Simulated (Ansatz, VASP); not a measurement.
# Ca: VASP beside Ansatz

```
Ca
1.0
    -2.24000    2.24000    2.24000
     2.24000   -2.24000    2.24000
     2.24000    2.24000   -2.24000
Ca
1
Cartesian
  0.0000 0.0000 0.0000
```

This isn't the form of Ca at room conditions, which is fcc.

Alike in both runs: task relaxation of cell and atoms; functional BLYP; k mesh 8 × 8 × 8; occupations fermi-dirac, width 0.05 eV; no spin polarisation.

|  | VASP | Ansatz |
| --- | --- | --- |
| version | VASP 6.6.1 | Ansatz 0.2.0 |
| potentials or method | VASP PAW PBE potentials, release 64 (Ca_sv) | Ansatz PAW |
| plane-wave cutoff (eV) | 600 | 420 |
| valence electrons in the cell | 10 | 10 |

```tsv
	VASP	Ansatz	Ansatz less VASP
gap on the k mesh at the Fermi level, each at its own relaxed structure (eV)	none	none	-
relaxed volume (Å³/atom)	42.31	42.12	-0.183
relaxed cell length with the largest relative difference (Å)	3.802	3.797	-0.0055
energy change over the relaxation (meV/atom)	-7	-7	-0.4
```

A gap of «none» marks a metal or a gap that the smearing closes.

Caveats: the PAW data sets were made with another functional, which shifts forces and pressure a little (VASP); the plane-wave basis is chosen anew once the cell has moved, so the energies of steps on either side of that aren't comparable (Ansatz); the PAW data sets come from PBE, with cores solved anew for the run's functional, which leaves a small shift of forces and pressure (Ansatz).
